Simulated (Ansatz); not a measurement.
Runs of Ansatz 0.2.0 on BN. It takes space group F-43m (No. 216, cubic). The conventional cell has a = 3.626 Å, b = 3.626 Å, c = 3.626 Å, α = 90.00°, β = 90.00°, γ = 90.00°. N (site symmetry -43m) has 4 B at 1.57 Å as nearest neighbours. B (site symmetry -43m) is surrounded by 4 N at 1.57 Å. The cell is a database's computed one.

```tsv
task	level	potentials or basis	spin	cell	k mesh	cutoff (eV)	smearing	q mesh	points for each segment of the path	other keys	mesh quality	gap on the mesh (eV)	pressure (GPa)	moment (μB)	relaxed volume (Å³/atom)	largest force (eV/Å)
single point	revPBE0+D3(BJ)-ATM	Ansatz PAW	off	as given	7 × 7 × 7	420	methfessel-paxton 0.025 eV	-	-	-	coarse	(b)	-15.2	-	-	-
electrostatic potential	LDA	Ansatz PAW polarizable	off	atoms moved at random, drawn with an rms of 0.02 Å	10 × 10 × 10	420	tetrahedron	-	-	-	not flagged	4.27	-14.2	-	-	0.21
phonons	BLYP+D3(BJ)-ATM	Ansatz PAW	off	as given	8 × 8 × 8	420	fixed	2 × 2 × 2	8	-	not flagged	4.86	-	-	-	-
relaxation of cell and atoms	LDA	Ansatz PAW earlier set	off	relaxed from: atoms moved at random, drawn with an rms of 0.15 Å	10 × 10 × 10	870	fermi-dirac 0.05 eV	-	-	-	not flagged	4.39	0.0	-	5.74	-
electrostatic potential	LDA	JTH PAW LDA	collinear, ferromagnetic start	as given	13 × 13 × 13	1350	gaussian 0.05 eV	-	-	-	not flagged	4.41	(a)	0.00	-	-
atomic charges	B3LYP5+D3(BJ)	Ansatz NC	collinear, program default start	as given	7 × 7 × 7	1240	cold 0.1 eV	-	-	scf.algorithm = density_mixing; scf.initial_density.chi_scale = 0	coarse	6.67	(c)	0.00	-	-
relaxation of the atoms	SVWN5	PseudoDojo standard (LDA files)	off	atoms relaxed from: atoms moved at random, drawn with an rms of 0.15 Å	10 × 10 × 10	1143	cold 0.025 eV	-	-	-	not flagged	4.41	-14.1	-	-	-
relaxation of cell and atoms	B3LYP+D3(BJ)-ATM	Ansatz PAW	off	relaxed	8 × 8 × 8	420	fixed	-	-	-	not flagged	6.58	0.0	-	5.79	-
relaxation of the atoms	revPBE+D3(BJ)	Ansatz PAW	collinear, program default start	atoms relaxed from: atoms moved at random, drawn with an rms of 0.05 Å	10 × 10 × 10	420	fermi-dirac 0.1 eV	-	-	-	not flagged	4.48	-7.4	0.00	-	0.01
```

Problem. Estimate the missing entries.

Solution. (a) -14.6; (b) 6.83; (c) -3.9.

Caveats: some runs use coarse meshes; the PAW data sets come from PBE, with cores solved anew for the run's functional, which leaves a small shift of forces and pressure (some runs); the thresholds are loose for stress (some runs); odd divisions of the mesh miss points on the zone boundary, where band edges often lie, so the gap on the mesh can be too wide (some runs); the plane-wave basis is chosen anew once the cell has moved, so the energies of steps on either side of that aren't comparable (some runs); so large a pressure means that the cell lies far from this level's equilibrium, or that cutoff or potentials fall short (some runs); with tetrahedron occupations forces and stress needn't match the slope of the energy (some runs); the starting moments weren't kept (some runs).

A k mesh can miss the band edges.

Runs at the PBE level aren't shown here.
